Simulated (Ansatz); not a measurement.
**Lattice dynamics at Γ of CaS (Fm-3m)**

Perturbation theory with PBEsol in Ansatz on the PBEsol cell, ground state and force constants on a 6×6×6 mesh. The values are computed, spin-unpolarised, and not measurements.

The symmetry is Fm-3m (No. 225, cubic); conventional cell a = 5.633 Å, 22.34 Å³ an atom. Around Ca lie 6 S at 2.82 Å; around S lie 6 Ca at 2.82 Å.

```yaml
crystal:
  lattice:
    - [0.00000, 2.81659, 2.81659]
    - [2.81659, 0.00000, 2.81659]
    - [2.81659, 2.81659, 0.00000]
  atoms:
    - { symbol: Ca, position: [0.00000, 0.00000, 0.00000] }
    - { symbol: S, position: [0.50000, 0.50000, 0.50000] }
```

Optical modes without the longitudinal term:
```tsv
ω (cm⁻¹)	degeneracy	IR intensity, summed over the level ((D/Å)²/amu)
230	3	21.45
```

The optical mode at Γ lies at 230 cm⁻¹ without the longitudinal term. With the long-range field the highest mode reaches 344 cm⁻¹. By the program's warning the force constants, and with them frequencies and ε⁰, aren't converged on this mesh.

The clamped-ion dielectric constant comes out as 5.21 in all directions. With the ions relaxed, ε⁰ is 11.7 in all directions. Born charges, averaged over directions: Ca +2.35, S -2.35 e.

With one polar mode in a cubic crystal the Lyddane-Sachs-Teller relation applies: (ω_LO/ω_TO)² = (344.0/229.8)² = 2.240, and ε⁰/ε∞ = 11.666/5.207 = 2.240. The refractive index √ε∞ is 2.28.

For comparison, on the r2SCAN cell the mean ε∞ is 4.59 with r2SCAN (ground state on 6×6×6; least gap 2.80 eV), 5.00 with PBE (ground state on 6×6×6; least gap 2.36 eV).
